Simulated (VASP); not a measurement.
A VASP 6.6.1 single-point calculation on BP

INCAR

```
ENCUT = 520
PREC = Accurate
LWAVE = .FALSE.
ISIF = 2
ISMEAR = 0
NSW = 0
NELMIN = 8
NBANDS = 11
IBRION = -1
SIGMA = 0.01
NELM = 71
LREAL = .FALSE.
EDIFF = 1E-7
ALGO = VeryFast
METAGGA = R2SCAN
LASPH = .TRUE.
LCHARG = .FALSE.
```

KPOINTS

```
KPOINTS created by Atomic Simulation Environment
0
Monkhorst-Pack
10 10 10
0 0 0
```

POSCAR

```
B  P
 1.0000000000000000
     0.0000000000000000    2.3590482957000001    2.3590482957000001
     2.3590482957000001    0.0000000000000000    2.3590482957000001
     2.3590482957000001    2.3590482957000001    0.0000000000000000
 B   P
   1   1
Cartesian
  0.0000000000000000  0.0000000000000000  0.0000000000000000
  1.1795241478499998  1.1795241478499998  1.1795241478499998
```

The recommended PBE PAW datasets give the neutral cell 8 valence electrons.

Command

```
mpirun -np 1 vasp_std
```

OSZICAR

```
N       E                     dE             d eps       ncg     rms          rms(c)
RMM:   1     0.197868548772E+02    0.19787E+02   -0.18214E+03  1210   0.469E+02
RMM:   2    -0.107938490959E+02   -0.30581E+02   -0.25781E+02  1210   0.908E+01
RMM:   3    -0.174769939755E+02   -0.66831E+01   -0.38748E+01  1210   0.310E+01
RMM:   4    -0.186780591692E+02   -0.12011E+01   -0.66235E+00  1210   0.140E+01
RMM:   5    -0.188347868882E+02   -0.15673E+00   -0.10713E+00  1210   0.529E+00
RMM:   6    -0.188617534290E+02   -0.26967E-01   -0.19783E-01  1210   0.232E+00
RMM:   7    -0.188663780688E+02   -0.46246E-02   -0.38671E-02  1210   0.101E+00
RMM:   8    -0.188672496762E+02   -0.87161E-03   -0.77022E-03  1210   0.460E-01
RMM:   9    -0.188674124417E+02   -0.16277E-03   -0.15077E-03  3121   0.206E-01
RMM:  10    -0.188674530584E+02   -0.40617E-04   -0.37661E-04  3057   0.101E-01
RMM:  11    -0.188674583905E+02   -0.53321E-05   -0.47213E-05  3036   0.370E-02
RMM:  12    -0.188674596259E+02   -0.12353E-05   -0.11858E-05  3008   0.180E-02    0.670E+00
RMM:  13    -0.171713031418E+02    0.16962E+01   -0.30291E-01  4795   0.355E+00    0.381E+00
RMM:  14    -0.171462223839E+02    0.25081E-01   -0.59676E-02  4199   0.148E+00    0.141E+00
RMM:  15    -0.171456317137E+02    0.59067E-03   -0.12629E-02  3211   0.821E-01    0.153E-01
RMM:  16    -0.171458994814E+02   -0.26777E-03   -0.12691E-03  2750   0.297E-01    0.505E-02
RMM:  17    -0.171458278779E+02    0.71604E-04   -0.10435E-04  2935   0.838E-02    0.315E-02
RMM:  18    -0.171458269851E+02    0.89278E-06   -0.53923E-05  2892   0.480E-02    0.145E-02
RMM:  19    -0.171458265051E+02    0.48006E-06   -0.89215E-06  2927   0.248E-02    0.534E-03
RMM:  20    -0.171458255705E+02    0.93459E-06   -0.19831E-06  2871   0.123E-02    0.266E-03
RMM:  21    -0.171458256097E+02   -0.39232E-07   -0.27772E-07  2938   0.448E-03
   1 F= -.17145826E+02 E0= -.17145826E+02  d E =-.276012E-46
```

Standard output (part)

```
POSCAR found type information on POSCAR B P
 POSCAR found :  2 types and       2 ions
 LDA part: xc-table for (None), standard interpolation
 POSCAR, INCAR and KPOINTS ok, starting setup
 WAVECAR not read
 entering main loop
```

From OUTCAR

```
k-points           NKPTS =    110   k-points in BZ     NKDIM =    110   number of bands    NBANDS=     11

   NELECT =       8.0000    total number of electrons

   dimension x,y,z NGX =    28 NGY =   28 NGZ =   28
   dimension x,y,z NGXF=    56 NGYF=   56 NGZF=   56

  energy-cutoff  :      520.00
  volume of cell :       26.26
      direct lattice vectors                 reciprocal lattice vectors
     0.000000000  2.359048296  2.359048296    -0.211949879  0.211949879  0.211949879
     2.359048296  0.000000000  2.359048296     0.211949879 -0.211949879  0.211949879
     2.359048296  2.359048296  0.000000000     0.211949879  0.211949879 -0.211949879

 k-points in reciprocal lattice and weights: KPOINTS created by Atomic Simulation Env
   0.05000000  0.05000000  0.05000000       0.002
   0.15000000  0.05000000  0.05000000       0.006
   0.25000000  0.05000000  0.05000000       0.006
   0.35000000  0.05000000  0.05000000       0.006
   0.45000000  0.05000000  0.05000000       0.006
  -0.45000000  0.05000000  0.05000000       0.006
  -0.35000000  0.05000000  0.05000000       0.006
  -0.25000000  0.05000000  0.05000000       0.006
   ...

 E-fermi :   6.0709

 k-point     1 :       0.0500    0.0500    0.0500
  band No.  band energies     occupation
      1      -9.1245      2.00000
      2       5.6658      2.00000
      3       5.9727      2.00000
      4       5.9727      2.00000
      5       9.6487      0.00000
      6       9.6487      0.00000
      7       9.6889      0.00000
      8      12.4251      0.00000
      9      17.7705      0.00000
     10      18.1939      0.00000
     11      22.3528      0.00000

 k-point     2 :       0.1500    0.0500    0.0500
  band No.  band energies     occupation
      1      -8.8961      2.00000
      2       4.3606      2.00000
      3       5.2215      2.00000
      4       5.8516      2.00000
      5       9.8698      0.00000
      6      10.0346      0.00000
      7      10.3581      0.00000
      8      13.2229      0.00000
      9      17.1770      0.00000
     10      17.9720      0.00000
     11      18.4486      0.00000

 k-point     3 :       0.2500    0.0500    0.0500
  band No.  band energies     occupation
      1      -8.3362      2.00000
      2       2.0849      2.00000
      3       4.6412      2.00000
      4       5.3520      2.00000
      5      10.0648      0.00000
      6      10.5275      0.00000
      7      11.0436      0.00000
      8      14.5928      0.00000
      9      16.6684      0.00000
     10      17.8875      0.00000
     11      19.2400      0.00000

 k-point     4 :       0.3500    0.0500    0.0500
  band No.  band energies     occupation
      1      -7.4881      2.00000
      2      -0.1391      2.00000
      3       4.2409      2.00000
      4       4.8328      2.00000
      5       9.8721      0.00000
      6      10.9517      0.00000
      7      11.2749      0.00000
      8      15.7907      0.00000
      9      17.3146      0.00000
     10      18.7118      0.00000
     11      19.4616      0.00000

 k-point     5 :       0.4500    0.0500    0.0500
  band No.  band energies     occupation
      1      -6.5154      2.00000
      2      -1.9375      2.00000
      3       4.0632      2.00000
      4       4.4486      2.00000
      5       9.7187      0.00000
      6      11.0690      0.00000
      7      11.1238      0.00000
      8      16.4725      0.00000
      9      19.0248      0.00000
     10      19.5900      0.00000
     11      25.0894      0.00000

 ...

  Total       -2.6781116     -2.6781116     -2.6781116     -0.0000000      0.0000000     -0.0000000
  in kB     -163.4175764   -163.4175764   -163.4175764     -0.0000000      0.0000000     -0.0000000
  external PRESSURE =    -163.4175764 kB  Pullay stress =       0.0000000 kB

 POSITION                                       TOTAL-FORCE (eV/Angst)
 -----------------------------------------------------------------------------------
      0.00000      0.00000      0.00000        -0.000000     -0.000000     -0.000000
      1.17952      1.17952      1.17952         0.000000      0.000000      0.000000
 -----------------------------------------------------------------------------------
    total drift:                                0.000000      0.000000      0.000000

  FREE ENERGIE OF THE ION-ELECTRON SYSTEM (eV)
  ---------------------------------------------------
  free  energy   TOTEN  =       -17.1458256097 eV

  energy  without entropy=      -17.1458256097  energy(sigma->0) =      -17.14582561
```

It converged. Results: gap between bands v and c on the k mesh 1.81 eV; least direct gap on the k mesh 3.68 eV; pressure -16.3 GPa. Band v is the last that the valence electrons fill when counted band by band, and c is the next.

The shifted mesh misses Γ, so a band edge there is missed.

For comparison, a separate r²SCAN run of the intended cell, on usual settings and not on those above, gives a gap of 1.59 eV on its mesh and a pressure of -16.3 GPa.

The run above took about 3.6 min on one core of a shared host (Intel Xeon Platinum 8488C) and held 0.17 GiB at most.
